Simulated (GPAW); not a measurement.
# PbO2 (Fm-3m) in GPAW: convergence with density grid spacing (A)

Aim: find how far density grid spacing (A) must go before the results for PbO2 settle, at PBE. This setting moves, with any that are tied to it; all else stays.

All numbers are computed with GPAW 26.7.0; they aren't measurements. Logs are shortened: lines on timing, memory, paths and dates and some standing lists are left out, and cuts for length are marked. The log counts tension as positive stress, the text compression.

### 1 The structure

The structure is cubic, space group Fm-3m (No. 225). Conventional cell: a = 5.404 Å, b = 5.404 Å, c = 5.404 Å, α = 90.00°, β = 90.00°, γ = 90.00°. Pb (site symmetry m-3m) has 8 O at 2.34 Å as nearest neighbours. O (site symmetry -43m) is surrounded by 4 Pb at 2.34 Å.

The cell comes from a database or a generator and needn't be the stable form of this composition.

### 2 With density grid spacing (A) 0.24

Contents of run.py:

```python
from ase import Atoms
from ase.dft.bandgap import bandgap
from ase.io import write
from ase.units import GPa
from gpaw import GPAW, PW

atoms = Atoms(['Pb', 'O', 'O'],
              cell=[[0.0, 2.701992, 2.701992],
                    [2.701992, 0.0, 2.701992],
                    [2.701992, 2.701992, 0.0]],
              scaled_positions=[[0.0, 0.0, 0.0],
                                [0.75, 0.75, 0.75],
                                [0.25, 0.25, 0.25]],
              pbc=True)

calc = GPAW(mode=PW(800),
            h=0.24,
            xc='PBE',
            kpts={'size': (7, 7, 7), 'gamma': True},
            occupations={'name': 'fermi-dirac', 'width': 0.05},
            nbands=24,
            convergence={'density': 1e-05, 'energy': 1e-05},
            maxiter=100,
            txt='gpaw.txt')
atoms.calc = calc
energy = atoms.get_potential_energy()
forces = atoms.get_forces()
stress = atoms.get_stress()
calc.write('gs.gpw')
write('result.traj', atoms)
print(f'Energy: {energy:.6f} eV')
print('Forces (eV/A):')
print(forces.round(4))
print('Stress (GPa):', (stress / GPa).round(3))
print('Fermi level:', round(calc.get_fermi_level(), 4), 'eV')
print(f'Gap: {bandgap(calc)[0]:.4f} eV, direct: {bandgap(calc, direct=True)[0]:.4f} eV')
```

Potentials or basis: GPAW PAW data sets (gpaw-data 1.2.1), pw.

Command:

```console
$ OMP_NUM_THREADS=1 python run.py
```

Wall time 1.2 s (1 thread of Arm Neoverse V2, shared host); peak memory 0.13 GiB.

The program refused the input.

### 3 With density grid spacing (A) 0.2

run.py: that of step 2 with these lines changed.

```diff
@@ -16,3 +16,3 @@
 calc = GPAW(mode=PW(800),
-            h=0.24,
+            h=0.2,
             xc='PBE',
```

Potentials or basis: GPAW PAW data sets (gpaw-data 1.2.1), pw.

Command:

```console
$ OMP_NUM_THREADS=1 python run.py
```

Wall time 11 s (1 thread of Arm Neoverse V2, shared host); peak memory 0.16 GiB.

Results:

- Free energy: -16.4065 eV
- Pressure: -1.0 GPa
- Band gap on the k mesh: none (metal or under the smearing width)

### 4 With density grid spacing (A) 0.17

run.py: that of step 3 with these lines changed.

```diff
@@ -16,3 +16,3 @@
 calc = GPAW(mode=PW(800),
-            h=0.2,
+            h=0.17,
             xc='PBE',
```

Command:

```console
$ OMP_NUM_THREADS=1 python run.py
```

Run time: 16 s. Hardware: 1 thread of Arm Neoverse V2, shared host; peak memory 0.16 GiB.

What came out:

- Free energy: -16.3847 eV
- Pressure: -1.3 GPa
- Band gap on the k mesh: none (metal or under the smearing width)

### 5 With density grid spacing (A) 0.15

run.py: that of step 4 with these lines changed.

```diff
@@ -16,3 +16,3 @@
 calc = GPAW(mode=PW(800),
-            h=0.17,
+            h=0.15,
             xc='PBE',
```

Command:

```console
$ OMP_NUM_THREADS=1 python run.py
```

It took 21 s on 1 thread of Arm Neoverse V2, shared host; peak memory 0.17 GiB.

Results (log left out):

- Free energy: -16.3836 eV
- Pressure: -1.3 GPa
- Band gap on the k mesh: none (metal or under the smearing width)

### 6 With density grid spacing (A) 0.13

run.py: that of step 5 with these lines changed.

```diff
@@ -16,3 +16,3 @@
 calc = GPAW(mode=PW(800),
-            h=0.15,
+            h=0.13,
             xc='PBE',
```

Potentials or basis: GPAW PAW data sets (gpaw-data 1.2.1), pw.

Command:

```console
$ OMP_NUM_THREADS=1 python run.py
```

Run time: 27 s. Hardware: 1 thread of Arm Neoverse V2, shared host; peak memory 0.19 GiB.

It converged, with:

```
Free energy            : -16.3835 eV
Pressure               : -1.3 GPa
Band gap on the k mesh : none (metal or under the smearing width)
```

### 7 With density grid spacing (A) 0.11

run.py: that of step 6 with these lines changed.

```diff
@@ -16,3 +16,3 @@
 calc = GPAW(mode=PW(800),
-            h=0.13,
+            h=0.11,
             xc='PBE',
```

Command:

```console
$ OMP_NUM_THREADS=1 python run.py
```

Run time: 41 s. Hardware: 1 thread of Arm Neoverse V2, shared host; peak memory 0.22 GiB.

Results (log left out):

```
Free energy            : -16.3834 eV
Pressure               : -1.3 GPa
Band gap on the k mesh : none (metal or under the smearing width)
```

### 8 With density grid spacing (A) 0.09

run.py: that of step 7 with these lines changed.

```diff
@@ -16,3 +16,3 @@
 calc = GPAW(mode=PW(800),
-            h=0.11,
+            h=0.09,
             xc='PBE',
```

Potentials or basis: GPAW PAW data sets (gpaw-data 1.2.1), pw.

Command:

```console
$ OMP_NUM_THREADS=1 python run.py
```

gpaw.txt:

```text
__  _  _
 | _ |_)|_||  |
 |__||  | ||/\| - 26.7.0

Input parameters:
  mode=PW(ecut=800.0),
  convergence={'density': 1e-05, 'energy': 1e-05},
  h=0.09,
  kpts=MonkhorstPack(size=(7, 7, 7), gamma=True),
  maxiter=100,
  nbands=24,
  occupations=Occupations(name='fermi-dirac', width=0.05),
  xc=XC(name='PBE')

Diagonalizing LCAO Hamiltonian
Converting LCAO to pw mode

                    O

           O

       Pb

Atoms  # Å, Bohr magnetons
|   | symbol |        x |        y |        z |    initial magnetic moments |
|---|--------|----------|----------|----------|-----------------------------|
| 0 |     Pb | 0.000000 | 0.000000 | 0.000000 | ( 0.0000,  0.0000,  0.0000) |
| 1 |      O | 4.052988 | 4.052988 | 4.052988 | ( 0.0000,  0.0000,  0.0000) |
| 2 |      O | 1.350996 | 1.350996 | 1.350996 | ( 0.0000,  0.0000,  0.0000) |

Unit cell  # Å
| periodic |        x |        y |        z |  lengths |    angles |
|----------|----------|----------|----------|----------|-----------|
|      yes | 0.000000 | 2.701992 | 2.701992 | 3.821194 | 60.000000 |
|      yes | 2.701992 | 0.000000 | 2.701992 | 3.821194 | 60.000000 |
|      yes | 2.701992 | 2.701992 | 0.000000 | 3.821194 | 60.000000 |

Number of symmetries: 48
Symmetry operations  # r_c * U_cc + t_c -> r_c
|    | kind |            matrix            |
|----|------|------------------------------|
|  0 |  σ   |  1, 0, 0,  1, 0,-1,  1,-1, 0 |
|  1 |  C2  |  1, 0, 0,  1,-1, 0,  1, 0,-1 |
|  2 |  E   |  1, 0, 0,  0, 1, 0,  0, 0, 1 |
|  3 |  σ   |  1, 0, 0,  0, 0, 1,  0, 1, 0 |
|  4 |  C4  |  1, 0,-1,  1, 0, 0,  1,-1, 0 |
|  5 |  S6  |  1, 0,-1,  1,-1, 0,  1, 0, 0 |
|  6 |  σ   |  1, 0,-1,  0, 1,-1,  0, 0,-1 |
|  7 |  C3  |  1, 0,-1,  0, 0,-1,  0, 1,-1 |
|  8 |  S6  |  1,-1, 0,  1, 0, 0,  1, 0,-1 |
|  9 |  C4  |  1,-1, 0,  1, 0,-1,  1, 0, 0 |
| 10 |  C3  |  1,-1, 0,  0,-1, 1,  0,-1, 0 |
| 11 |  σ   |  1,-1, 0,  0,-1, 0,  0,-1, 1 |
| 12 |  σ   |  0, 1, 0,  1, 0, 0,  0, 0, 1 |
| 13 |  C4  |  0, 1, 0,  0, 1,-1, -1, 1, 0 |
| 14 |  C3  |  0, 1, 0,  0, 0, 1,  1, 0, 0 |
| 15 |  S6  |  0, 1, 0, -1, 1, 0,  0, 1,-1 |
| 16 |  C2  |  0, 1,-1,  1, 0,-1,  0, 0,-1 |
| 17 |  σ   |  0, 1,-1,  0, 1, 0, -1, 1, 0 |
[... 137 lines left out ...]
  Backstep threshold: 4.0
  History deletion threshold: 6.0
  Fourier metric: weight=20.0, sigma=0.015

occupation numbers:
  Fermi-Dirac:
    width: 0.0500  # eV

poisson solver:
  ecut: 6400.0  # eV

xc functional:
  name: PBE with 2 nearest neighbor stencil

convergence criteria:
- Maximum integral of absolute [dens]ity change: 1e-05 electrons / valence electron
- Maximum [total energy] change in last 3 cyles: 1e-05 eV / valence electron
- Maximum integral of absolute [eigenst]ate change: 4e-08 eV^2 / valence electron
maximum number of iterations: 100

SCF iterations
|iter     | |      energy | eigst |  dens |
|---------|-|-------------|-------|-------|
|iter:   1| |  -18.945226 | +0.10 |       |
|iter:   2| |  -18.195334 | -1.62 | -0.89 |
|iter:   3| |  -16.380383 | -0.89 | -0.95 |
|iter:   4| |  -16.376228 | -3.13 | -1.52 |
|iter:   5| |  -16.380636 | -3.32 | -1.80 |
|iter:   6| |  -16.380885 | -4.83 | -2.93 |
|iter:   7| |  -16.380956 | -5.47 | -3.33 |
|iter:   8| |  -16.380957c| -7.10 | -4.27 |
|iter:   9| |  -16.380957c| -8.22c| -4.86 |
|iter:  10| |  -16.380958c| -8.33c| -5.39c|

Converged in 10 steps
Energy contributions relative to reference atoms: (reference = -571356.167966)

Energy contributions:
  Kinetic:          27.432758
  Coulomb:         -24.955717
  Zero:              0.186298
  External:          0.000000
  Xc:              -19.041901
  Entropy:          -0.004790
  Spinorbit:         0.000000
  ----------------------------
  Free energy:     -16.383353
  Extrapolated:    -16.380958

dipole moment: (-22.035090, -22.035090, -22.035090)  # |e|*Ang

Fermi level: 6.474
Eigenvalues  # (at kpt = [0.000, 0.000, 0.000])
| band index |      eig [eV] | occ [0-2] |
|------------|---------------|-----------|
|          0 |       -12.033 |     2.000 |
|        ... |               |           |
|          6 |        -9.024 |     2.000 |
|          7 |         3.796 |     2.000 |
|          8 |         4.468 |     2.000 |
|          9 |         4.468 |     2.000 |
|         10 |         4.468 |     2.000 |
|         11 |         5.229 |     2.000 |
[... 8 lines left out ...]
|         20 |        26.668 |     0.000 |
|         21 |        26.668 |     0.000 |
|        ... |               |           |
|         23 |        28.199 |     0.000 |

No gap
No difference between direct/indirect transitions

Forces  # eV/Ang
|        x |        y |        z |
|----------|----------|----------|
|  0.00000 |  0.00000 | -0.00000 |  # Pb   0
| -0.00000 | -0.00000 |  0.00000 |  # O    1
| -0.00000 |  0.00000 | -0.00000 |  # O    2

Stress tensor  # eV/Ang^3
|        x |         y |         z |
|----------|-----------|-----------|
| 0.008175 |  0.000000 |  0.000000 |
| 0.000000 |  0.008175 | -0.000000 |
| 0.000000 | -0.000000 |  0.008175 |

# Writing to gs.gpw (mode='')
```

stdout:

```text
Energy: -16.380958 eV
Forces (eV/A):
[[ 0.  0. -0.]
 [-0. -0.  0.]
 [-0.  0. -0.]]
Stress (GPa): [ 1.31  1.31  1.31 -0.    0.    0.  ]
Fermi level: 6.4742 eV
Gap: 0.0000 eV, direct: 0.0000 eV
```

Wall time 78 s (1 thread of Arm Neoverse V2, shared host); peak memory 0.33 GiB.

Results:

- Free energy: -16.3834 eV
- Pressure: -1.3 GPa
- Band gap on the k mesh: none (metal or under the smearing width)

### 9 Result

| density grid spacing (A) | energy less the tightest run, at zero smearing (meV/atom) | pressure (GPa) | SCF cycles | CPU time (s) | peak memory (GiB) |
| --- | --- | --- | --- | --- | --- |
| 0.24 | refused | - | - | - | - |
| 0.2 | -7.70 | -1.05 | 10 | 11 | 0.16 |
| 0.17 | -0.45 | -1.28 | 10 | 16 | 0.16 |
| 0.15 | -0.10 | -1.31 | 10 | 21 | 0.17 |
| 0.13 | -0.06 | -1.31 | 10 | 27 | 0.19 |
| 0.11 | -0.03 | -1.31 | 10 | 40 | 0.22 |
| 0.09 | 0.00 | -1.31 | 10 | 78 | 0.33 |

Against the tightest run, the energy stays within 1 meV/atom from 0.17 on; the pressure stays within 0.1 GPa from 0.17 on. The tightest run that finished is the yardstick and may itself not be fully converged.
